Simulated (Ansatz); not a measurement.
# GaSe: the cost of one run

Method: DFT PBE+D3(BJ), scalar-relativistic, plane waves, PAW, in Ansatz 0.2.0.

That is the level of the relaxation; later steps name their own.

2 further runs of the same task are left out: 2 set aside as unsound or not needed.

## (1) The structure to begin with

It takes space group P6_3/mmc (No. 194, hexagonal). The conventional cell has a = 3.769 Å, b = 3.769 Å, c = 15.965 Å, α = 90.00°, β = 90.00°, γ = 120.00°. Ga (site symmetry 3m) is surrounded by 1 Ga at 2.44 Å and 3 Se at 2.47 Å. Se (site symmetry 3m) is surrounded by 3 Ga at 2.47 Å.

As a file:

```
Ga Se
1.0
     3.76950    0.00000    0.00000
    -1.88475    3.26448    0.00000
     0.00000    0.00000   15.96518
Ga Se
4 4
Direct
  0.33333 0.66667 0.17348
  0.66667 0.33333 0.67348
  0.33333 0.66667 0.32652
  0.66667 0.33333 0.82652
  0.33333 0.66667 0.59970
  0.66667 0.33333 0.09970
  0.33333 0.66667 0.90030
  0.66667 0.33333 0.40030
```

It is the result of an earlier relaxation at this level (volume 24.56 Å³/atom; gap on the mesh: 0.87 eV).

## (2) Band edges over the whole zone

File input.yaml:

```yaml
crystal:
  lattice:
    - [3.7694983711, 0.0, 0.0]
    - [-1.8847491855, 3.2644813489, 0.0]
    - [0.0, 0.0, 15.9651750265]
  atoms:
    - { symbol: Ga, position: [0.3333333333, 0.6666666667, 0.1734826702] }
    - { symbol: Ga, position: [0.6666666667, 0.3333333333, 0.6734826702] }
    - { symbol: Ga, position: [0.3333333333, 0.6666666667, 0.3265173298] }
    - { symbol: Ga, position: [0.6666666667, 0.3333333333, 0.8265173298] }
    - { symbol: Se, position: [0.3333333333, 0.6666666667, 0.5996966662] }
    - { symbol: Se, position: [0.6666666667, 0.3333333333, 0.0996966662] }
    - { symbol: Se, position: [0.3333333333, 0.6666666667, 0.9003033338] }
    - { symbol: Se, position: [0.6666666667, 0.3333333333, 0.4003033338] }
basis:
  ecutwfc: 420
kpoints:
  mp_grid: { grid: [9, 9, 2] }
  band_path: { path: [VBM, CBM], npoints: 2 }
hamiltonian:
  xc: pbe
  dispersion: d3bj
scf:
  occupations: { method: gaussian, width: 0.02 }
output:
  forces: true
  stress: true
  eigenvalues: true
```

Run with:

```
$ ansatz run input.yaml --threads 2 --pin off --max-ram 5120MiB --backend cpu --events-out ev --progress --plain --runs-dir out
```

Q: Estimate wall time and peak memory on 2 threads of Arm Neoverse V1, shared host.

About 26 s, with a peak of 0.59 GiB.
